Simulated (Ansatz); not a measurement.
Bicrystals of relaxed bulk Ir (Fm-3m, 14.05 Å³/atom, gap on the mesh 0.00 eV): one grain is mirrored in the boundary plane and shifted (fractions of the plane's cell), where said the two species change places in it, close atoms are joined, tilt boundaries are opened by 0.15 Å, then atoms and the cell's height are relaxed. Energies are the mean of the cell's two boundaries over the bulk on a matched mesh; other shifts may lie lower.

These are results of DFT PBEsol, scalar-relativistic, plane waves, PAW in Ansatz 0.2.0, not measurements.

Cutoff 420 eV; k points 14×14×2 on the computed 21-atom cell (Γ-centred); Gaussian smearing, width 0.10 eV; no spin polarisation.

Start (Σ11 (311), mirror on the next plane, shift [0.5, 0]):

```xyz
21
Lattice="2.7084 0.0000 0.0000 -1.3542 4.4914 0.0000 0.0000 0.0000 25.7071" Properties=species:S:1:pos:R:3 pbc="T T T"
Ir    0.0000    1.6332    2.3086
Ir    0.0000    3.2665    5.7732
Ir    0.0000    4.0831    1.1537
Ir    0.0000    0.8166    6.9280
Ir    0.0000    2.4498   10.3926
Ir    1.3542    1.2249    4.6183
Ir    1.3542    2.8581    8.0829
Ir    1.3542    3.6748    3.4634
Ir    1.3542    0.4083    9.2378
Ir    0.0000    0.0000   11.5475
Ir    2.0313    2.0415   12.7785
Ir    1.3542    1.6332   23.2485
Ir    1.3542    3.2665   19.7839
Ir    1.3542    4.0831   24.4034
Ir    1.3542    0.8166   18.6290
Ir    1.3542    2.4498   15.1644
Ir    0.0000    1.2249   20.9388
Ir    0.0000    2.8581   17.4742
Ir    0.0000    3.6748   22.0936
Ir    0.0000    0.4083   16.3193
Ir    1.3542    0.0000   14.0096
```

Task: Relax it.

Result: The free energy falls by 51 meV/atom.

```
boundary energy (mJ/m²) : 1982
excess width (Å)        : 0.54
gap on the mesh (eV)    : 0
```

Relaxed structure:
```
CELL_PARAMETERS angstrom
2.70840 0.00000 0.00000
-1.35420 4.49138 0.00000
0.00000 0.00000 25.34158
ATOMIC_POSITIONS crystal
Ir 0.25643 0.36402 0.08394
Ir 0.47998 0.72539 0.22131
Ir 0.50539 0.91608 0.04028
Ir 0.21553 0.18078 0.26560
Ir 0.45537 0.54669 0.40425
Ir 0.73979 0.27248 0.17522
Ir 0.96825 0.63624 0.31227
Ir 0.98060 0.81376 0.12932
Ir 0.70709 0.09123 0.35742
Ir 0.18776 0.99913 0.44658
Ir 0.97694 0.45388 0.49708
Ir 0.60759 0.36402 0.91022
Ir 0.74541 0.72539 0.77286
Ir 0.91069 0.91608 0.95388
Ir 0.46525 0.18078 0.72857
Ir 0.59132 0.54669 0.58992
Ir 0.03269 0.27248 0.81895
Ir 0.16799 0.63624 0.68189
Ir 0.33316 0.81376 0.86484
Ir 0.88414 0.09123 0.63674
Ir 0.31137 0.99913 0.54758
```

Spin-orbit coupling is left out, which matters for the bands of heavy elements.

Small energy differences in metals hang on the k mesh (about 10 mJ/m² or 1 to 2 meV/atom on the mesh of the relaxation).

The run took 16 min on 4 threads of AMD EPYC 9R45 96-Core Processor (Zen 5), on a shared host, peak memory 5.3 GiB.